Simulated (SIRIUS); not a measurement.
Write the native input for SIRIUS 7.12.0 that does the following.

```yaml
Task: single point
Functional: PBEsol
Potentials_or_basis: PseudoDojo 0.4.1 PBEsol standard (scalar relativistic)
Cutoff: 1152 eV
Density_cutoff: 4606 eV
k_mesh: 7 × 7 × 7
Occupations: fermi-dirac, width 0.05 eV
Spin: no spin polarisation
Libxc_names: "[\"XC_GGA_X_PBE_SOL\", \"XC_GGA_C_PBE_SOL\"]"
Energy_tol: 1e-08 Ha
Density_tol: 1e-06
Mixer: anderson
Mixing_beta: 0.7
Max_scf: 100
Radial_cutoff_for_the_potentials'_integrals: 6.5 bohr
```

The system is BaTiO3.

```
Ba Ti O
1.0
     4.00600    0.00000    0.00000
     0.00000    4.00600    0.00000
     0.00000    0.00000    4.00600
Ba Ti O
1 1 3
Direct
  0.50000 0.50000 0.50000
  0.00000 0.00000 0.00000
  0.00000 0.00000 0.50000
  0.00000 0.50000 0.00000
  0.50000 0.00000 0.00000
```

The input as run:

sirius.json

```json
{
  "control": {
    "processing_unit": "cpu",
    "verbosity": 2,
    "num_bands_to_print": 29,
    "print_forces": true,
    "print_stress": true
  },
  "parameters": {
    "electronic_structure_method": "pseudopotential",
    "xc_functionals": ["XC_GGA_X_PBE_SOL", "XC_GGA_C_PBE_SOL"],
    "gk_cutoff": 9.2,
    "pw_cutoff": 18.4,
    "ngridk": [7, 7, 7],
    "shiftk": [0, 0, 0],
    "smearing": "fermi_dirac",
    "smearing_width": 0.0018374661,
    "num_bands": 29,
    "num_mag_dims": 0,
    "num_dft_iter": 100,
    "energy_tol": 1e-08,
    "density_tol": 1e-06
  },
  "iterative_solver": {
    "type": "davidson",
    "min_tolerance": 1e-10
  },
  "mixer": {
    "type": "anderson",
    "beta": 0.7,
    "max_history": 8
  },
  "settings": {
    "tol_ne": 1e-10,
    "pseudo_grid_cutoff": 6.5
  },
  "unit_cell": {
    "lattice_vectors": [
      [7.570242855251, 0.0, 0.0],
      [0.0, 7.570242855251, 0.0],
      [0.0, 0.0, 7.570242855251]
    ],
    "atom_coordinate_units": "lattice",
    "atom_types": ["Ba", "Ti", "O"],
    "atom_files": {
      "Ti": "Ti.json",
      "Ba": "Ba.json",
      "O": "O.json"
    },
    "atoms": {
      "Ba": [
        [0.5, 0.5, 0.5]
      ],
      "Ti": [
        [0.0, 0.0, 0.0]
      ],
      "O": [
        [0.0, 0.0, 0.5],
        [0.0, 0.5, 0.0],
        [0.5, 0.0, 0.0]
      ]
    }
  }
}
```

Potentials or basis: PseudoDojo 0.4.1 PBEsol standard (scalar relativistic).

Run with:

```bash
$ upf_to_json Ti.upf
$ upf_to_json Ba.upf
$ upf_to_json O.upf
$ OMP_NUM_THREADS=1 sirius.scf --input=sirius.json --output=out.json --task=0
```

Results of the run:

```json
{
 "Pressure": "-4.3 GPa",
 "Band gap on the k mesh": "1.81 eV"
}
```

Caveat: this release of the barium file is off; spin-orbit coupling is left out, which moves the levels of the heavy elements; an odd mesh through Γ misses points on the zone boundary, where band edges often lie.

Wall time 51 s on 1 thread of Intel(R) Xeon(R) 6975P-C (Granite Rapids), with other jobs on the host, peak memory 0.47 GiB.
